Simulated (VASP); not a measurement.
A run of VASP 6.6.1 is set up as follows.

Contents of INCAR:

```
SYSTEM = NiO
PREC = Accurate
ENCUT = 500
EDIFF = 1E-6
ISMEAR = 0
SIGMA = 0.01
LREAL = .FALSE.
LASPH = .TRUE.
NELM = 150
ALGO = Normal
ISIF = 2
LWAVE = .FALSE.
LCHARG = .TRUE.
LMAXMIX = 4
LDAU = .TRUE.
LDAUTYPE = 2
LDAUL = 2 -1
LDAUU = 3 0
LDAUJ = 0 0
LDAUPRINT = 1
GGA = PE
LELF = .TRUE.
LVHAR = .TRUE.
```

File KPOINTS:

```
Automatic mesh
0
G
  11 11 11
  0 0 0
```

The input POSCAR:

```
NiO
1.0
    0.0014330000      2.0631410000      2.0993320000
    2.0304400000     -0.0170380000      2.1178030000
    2.0513760000      2.1025490000     -0.0379740000
Ni O
1 1
Cartesian
    0.0000000000      0.0000000000      0.0000000000
    2.0416245000      2.0743260000      2.0895805000
```

Potentials or basis: VASP PAW PBE potentials, release 64 (Ni, O).

Command:

```console
$ cat potpaw_PBE.64/Ni/POTCAR potpaw_PBE.64/O/POTCAR > POTCAR
$ mpirun -np 1 vasp_std > vasp.out
```

What does it give for the band gap on the k mesh?

None (metal or under the smearing width).

Estimate the pressure.

-5.7 GPa.

Stress tensor (GPa, compression positive):
```
-5.21 -0.71  0.50
-0.71 -6.39  1.28
 0.50  1.28 -5.49
```

Caveat: the run has no spin polarisation, though such a crystal can be magnetic; U without spin polarisation on a metal has little footing. Spin polarisation is off, so any magnetic state and its effect on volume and gap are missing.
